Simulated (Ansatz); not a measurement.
# AgBr: how the settings move a single-point run

Aim: see which settings change the result for AgBr, by how much, and at what cost.

Program: Ansatz 0.2.0. Level of theory: reference: DFT, PBEsol, PAW with Ansatz's default frozen-core files, scalar-relativistic. These are calculated values, not measurements.

1 further run of the same task is left out (it didn't finish).

## (1) The structure to begin with

Symmetry: Fm-3m, No. 225, cubic system. The conventional cell has a = 5.784 Å, b = 5.784 Å, c = 5.784 Å, α = 90.00°, β = 90.00°, γ = 90.00°. Ag (site symmetry m-3m) is surrounded by 6 Br at 2.89 Å. Around Br (site symmetry m-3m) lie 6 Ag at 2.89 Å.

Structure file:

```
CELL_PARAMETERS angstrom
0.00000 2.89217 2.89217
2.89217 0.00000 2.89217
2.89217 2.89217 0.00000
ATOMIC_POSITIONS crystal
Ag 0.00000 0.00000 0.00000
Br 0.50000 0.50000 0.50000
```

## (2) The reference run

Input file input.yaml:

```yaml
crystal:
  lattice:
    - [0.0, 2.8921694793, 2.8921694793]
    - [2.8921694793, 0.0, 2.8921694793]
    - [2.8921694793, 2.8921694793, 0.0]
  atoms:
    - { symbol: Ag, position: [0.0, 0.0, 0.0] }
    - { symbol: Br, position: [0.5, 0.5, 0.5] }
kpoints:
  mp_grid: { grid: [8, 8, 8] }
  band_path:
    path:
      - [0.0, 0.0, 0.0]
      - [0.5, 0.0, 0.5]
      - [0.625, 0.25, 0.625]
      - [0.375, 0.375, 0.75]
      - [0.0, 0.0, 0.0]
      - [0.5, 0.5, 0.5]
      - [0.5, 0.25, 0.75]
      - [0.5, 0.0, 0.5]
    npoints: 6
scf:
  occupations: { method: fermi_dirac, width: 0.03 }
hamiltonian:
  xc: pbesol
  pseudopotentials: { kind: paw }
output:
  forces: true
  stress: true
  eigenvalues: true
  efg: { contact_densities: true }
  populations: true
```

Launch:

```console
$ ansatz run input.yaml --threads 1 --pin off --max-ram 2048MiB --backend cpu --events-out ev --progress --plain --runs-dir out
```

## (3) Variant: dr2_threshold 1.0e-06

input.yaml: that of step 2 with these lines changed.

```diff
@@ -23,2 +23,3 @@
   occupations: { method: fermi_dirac, width: 0.03 }
+  convergence: { dr2_threshold: 1.0e-06 }
 hamiltonian:
@@ -32 +33,5 @@
   populations: true
+  write_density: true
+  write_potential: true
+  elf: true
+  volumetric_format: npy
```

Before running it: what results should come out? Wanted: for each run, ending; energy change; pressure; gap; force.

The runs gave:

| run | ending | energy change | pressure (GPa) | gap (eV) | force (eV/Å) | cycles | time |
| --- | --- | --- | --- | --- | --- | --- | --- |
| reference | converged | 0 | -2.6 | 0.51 | 0.00 | 6 | 2.8 s |
| 1: dr2_threshold 1.0e-06 | converged | 0.0 meV/atom | -2.6 | 0.51 | 0.00 | 6 | 2.9 s |

Times don't compare one to one where runs were asked for different outputs or read a saved state (see the inputs); cycles may leave out searches for a lower state.

Residual by cycle in the longest SCF loop of each run; runs are numbered as in the table. The quantity is the density residual dr2, in eV.

| cycle | reference | run 1 |
| --- | --- | --- |
| 1 | 0.0158 | 0.0158 |
| 2 | 0.00163 | 0.00163 |
| 3 | 2.1e-4 | 2.1e-4 |
| 4 | 2.7e-5 | 2.7e-5 |
| 5 | 3.3e-7 | 3.3e-7 |
| 6 | 9.9e-9 | 1.0e-8 |

What this shows: Energy and cycle count are those of the reference, so the change (convergence setting) left the result and the number of cycles as they were.
